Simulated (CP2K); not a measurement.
BAs under changes of volume

One of the cells (13.626 Å³/atom); the others are scaled copies at fixed shape and fractional positions:

```
As B
1.0
     3.37785    0.00000    0.00000
     1.68892    2.92530    0.00000
     1.68892    0.97510    2.75800
As B
1 1
Direct
  0.75000 0.75000 0.75000
  0.00000 0.00000 0.00000
```

- Program: CP2K 2026.2
- Functional: LDA
- Potentials or basis: GTH_POTENTIALS As GTH-PADE-q5, B GTH-PADE-q3; TZVP-MOLOPT-PBE-GTH basis
- Density cutoff: 6123 eV
- k mesh: 10 × 10 × 10
- Occupations: fermi-dirac, width 0.05 eV
- Spin: no spin polarisation

| volume (Å³/atom) | energy over the lowest point (meV/atom) | pressure (GPa) | gap on the mesh (eV) |
| --- | --- | --- | --- |
| 12.809 | ? | ? | ? |
| 13.081 | 0.00 | 1.5 | 1.15 |
| 13.354 | 0.01 | -1.4 | 1.17 |
| 13.626 | 4.78 | -4.1 | 1.19 |
| 13.899 | 13.89 | -6.5 | 1.20 |
| 14.171 | 26.89 | -8.7 | 1.22 |
| 14.444 | 43.42 | -10.7 | 1.23 |

Question: What does the run at 12.809 Å³/atom give?

Answer: Energy over the lowest point 5.32 meV/atom; pressure 4.8 GPa; gap on the mesh 1.14 eV.

Worked out: A Birch-Murnaghan fit of order 3 (a polynomial in V^(-2/3)) to the other rows has its minimum at 13.22 Å³/atom with B0 = V·E''(V) = 144 GPa and B' = 4.0. It gives 5.30 meV/atom at 12.809 Å³/atom, against the run's 5.32, and -dE/dV = 4.8 GPa, against 4.8. A straight line through the other rows of the gap, of slope 0.808 eV per unit of ln V, extrapolates to 1.14 eV, against the run's 1.14.

Energies are extrapolated to zero smearing.

Caveats: the basis of atomic orbitals isn't converged, which shifts pressures, moduli and gaps.

A mesh can miss the band edges. Spin-orbit coupling on As is left out.
